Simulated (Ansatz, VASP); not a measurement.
**Two plane-wave programs on Cu**

INCAR

```
SYSTEM = Cu
PREC = Accurate
ENCUT = 520
EDIFF = 1E-7
ISMEAR = -1
SIGMA = 0.05
LREAL = .FALSE.
LASPH = .TRUE.
NELM = 100
ALGO = Normal
ISIF = 2
LWAVE = .FALSE.
LCHARG = .FALSE.
GGA = PS
NBANDS = 12
```

KPOINTS

```
regular mesh
0
G
  13 13 13
  0 0 0
```

Contents of POSCAR:

```
Cu
1.0
   -1.4133402940      1.4133402940      1.3479902729
    1.4133402940     -1.4133402940      1.3479902729
    1.4133402940      1.4133402940     -1.3479902729
Cu
1
Direct
    0.0000000000      0.0000000000      0.0000000000
```

input.yaml

```yaml
crystal:
  lattice:
    - [-1.413340294, 1.413340294, 1.3479902729]
    - [1.413340294, -1.413340294, 1.3479902729]
    - [1.413340294, 1.413340294, -1.3479902729]
  atoms:
    - { symbol: Cu, position: [0.0, 0.0, 0.0] }
hamiltonian:
  xc: pbesol
  pseudopotentials: { kind: paw }
kpoints:
  mp_grid: { grid: [13, 13, 13] }
scf:
  occupations: { method: fermi_dirac, width: 0.05 }
output:
  forces: true
  stress: true
  eigenvalues: true
```

Change from the starting cell: volume scaled by 0.94.

Alike in both runs: task single point; functional PBEsol; k mesh 13 × 13 × 13; occupations fermi-dirac, width 0.05 eV; no spin polarisation.

|  | VASP | Ansatz |
| --- | --- | --- |
| version | VASP 6.6.1 | Ansatz 0.2.0 |
| potentials or method | VASP PAW PBE potentials, release 64 (Cu) | Ansatz PAW |
| plane-wave cutoff (eV) | 520 | 420 |
| valence electrons in the cell | 11 | 19 |

```tsv
	VASP	Ansatz	Ansatz less VASP
gap on the k mesh at the Fermi level (eV)	none	none	-
pressure (GPa)	10.8	10.1	-0.74
largest component of the traceless stress (GPa)	0.33	0.38	+0.051
```

A gap of «none» marks a metal or a gap that the smearing closes. The two sets of potentials don't hold the same shells in valence.

Caveats: the PAW data sets were made with another functional, which shifts forces and pressure a little (VASP); the PAW data sets come from PBE, with cores solved anew for the run's functional, which leaves a small shift of forces and pressure (Ansatz).
